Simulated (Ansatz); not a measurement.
Crystal: KTaO3.

```
Ta K O
1.0
     3.98830    0.00000    0.00000
     0.00000    3.98830    0.00000
     0.00000    0.00000    3.98830
Ta K O
1 1 3
Direct
  0.00000 0.00000 0.00000
  0.50000 0.50000 0.50000
  0.00000 0.00000 0.50000
  0.00000 0.50000 0.00000
  0.50000 0.00000 0.00000
```

- Program: Ansatz 0.2.0
- Task: relaxation of cell and atoms
- Functional: revPBE
- Potentials or basis: Ansatz PAW
- Cutoff: 420 eV (not typed: the program's choice for these potentials)
- k mesh: 7 × 7 × 7
- Occupations: fermi-dirac, width 0.05 eV
- Spin: no spin polarisation

At the start: volume 12.69 Å³/atom.

Where does the relaxation end?

It ends after 7 steps and the volume is 13.26 Å³/atom (+4.5 %); space group Pm-3m (No. 221, to 0.05 Å).

The path:
```
step  energy change (eV)  largest force (eV/Å)  volume (Å³)
   1              0.0000                0.0000        63.44
   2             -0.0579                0.0000        66.77
   3             -0.0627                0.0000        66.22
   4             -0.0628                0.0000        66.18
   5             -0.0736                0.0000        66.18
   6             -0.0734                0.0000        66.28
   7             -0.0735                0.0000        66.28
```

Final structure:
```
CELL_PARAMETERS angstrom
4.04697 0.00000 0.00000
0.00000 4.04697 0.00000
0.00000 0.00000 4.04697
ATOMIC_POSITIONS crystal
Ta 0.00000 0.00000 0.00000
K 0.50000 0.50000 0.50000
O 0.00000 0.00000 0.50000
O 0.00000 0.50000 0.00000
O 0.50000 0.00000 0.00000
```

Caveat: the plane-wave basis is chosen anew once the cell has moved, so the energies of steps on either side of that aren't comparable; the pressure holds a Pulay correction of +0.5 GPa for the finite cutoff; the PAW data sets come from PBE, with cores solved anew for the run's functional, which leaves a small shift of forces and pressure.
